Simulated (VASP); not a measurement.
Runs of VASP 6.6.1 on MgO. It takes space group P6_3mc (No. 186, hexagonal). The conventional cell has a = 3.300 Å, b = 3.300 Å, c = 5.009 Å, α = 90.00°, β = 90.00°, γ = 120.00°. Around Mg (site symmetry 3m) lie 4 O at 1.97 to 1.99 Å. O (site symmetry 3m) is surrounded by 4 Mg at 1.97 to 1.99 Å. Measurements of this composition are mostly on another form, of space group No. 225.

| level | potentials or basis | k mesh | cutoff (eV) | smearing | further INCAR settings | gap on the mesh (eV) | pressure (GPa) |
| --- | --- | --- | --- | --- | --- | --- | --- |
| PBEsol | VASP PAW PBE potentials, release 64 (Mg, O_h) | 9 × 9 × 6 | 900 | gaussian 0.02 eV | ALGO = Fast; EDIFF = 1e-06 | 3.37 | -0.3 |
| PBEsol | VASP PAW PBE potentials, release 64 (Mg, O) | 12 × 12 × 8 | 520 | gaussian 0.02 eV | ALGO = Fast; EDIFF = 1e-06 | 3.37 | 0.2 |
| PBEsol | VASP PAW PBE potentials, release 64 (Mg, O) | 9 × 9 × 6 | 700 | gaussian 0.02 eV | ALGO = Fast; EDIFF = 1e-06 | 3.37 | 0.0 |
| PBEsol | VASP PAW PBE potentials, release 64 (Mg, O) | 9 × 9 × 6 | 520 | gaussian 0.5 eV | ALGO = Fast; EDIFF = 1e-06 | 3.37 | 0.2 |
| r2SCAN | VASP PAW PBE potentials, release 64 (Mg, O) | 9 × 9 × 6 | 520 | gaussian 0.02 eV | ALGO = Normal; EDIFF = 1e-06 | 4.16 | (a) |

Alike in all rows: task single point; no spin polarisation; cell as given.

Question: Fill in the values left out.

Answer: (a) -1.1.

Caveats: the PAW data sets were made with another functional, which shifts forces and pressure a little; an odd mesh through Γ misses points on the zone boundary, where band edges often lie (some runs); the cutoff is under 1.25 times the usual one of these potentials, so pressure, stress and relaxed cells hold a basis-set (Pulay) error (some runs).
